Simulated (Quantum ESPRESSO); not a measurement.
Ta2N:

```
CELL_PARAMETERS angstrom
3.11286 0.00000 0.00000
-1.55643 2.69582 0.00000
0.00000 0.00000 4.86984
ATOMIC_POSITIONS crystal
Ta 0.33333 0.66667 0.25471
Ta 0.66667 0.33333 0.74529
N 0.00000 0.00000 0.00000
```

The cell comes from a database or a generator and needn't be the stable form of this composition.

| Property | Result |
| --- | --- |
| Program | Quantum ESPRESSO 7.5 |
| Task | phonons |
| Functional | LDA |
| Potentials or basis | GBRV 1.5 LDA |
| Cutoff | 762 eV |
| Density cutoff | 6095 eV |
| k mesh | 8 × 8 × 5 |
| Occupations | cold, width 0.2 eV |
| Spin | no spin polarisation |
| Target pressure | 20 GPa |
| Form of the LDA correlation | PZ81 |
| Mixing beta | 0.5 |
| Most SCF iterations | 120 |
| SCF threshold | 6e-10 Ry |

The cell and the atoms were relaxed first at 20 GPa, to 12.24 Å³/atom (a = 3.003 Å, b = 3.003 Å, c = 4.700 Å, α = 90.00°, β = 90.00°, γ = 120.00°), and the response was taken there.

Problem. What is the highest optical frequency at the zone centre?

Solution. 634 cm⁻¹, a mode of symmetry A2u (IR).

Optical modes at Γ, degenerate ones joined:
```csv
cm⁻¹,components,symmetry,active in
125,2,Eg,Raman
217,1,A1g,Raman
595,2,Eu,IR
634,1,A2u,IR
```

Caveat: the mesh is thin for the phonons of a metal; the cell is more than 3 GPa from zero pressure, which shifts response properties.
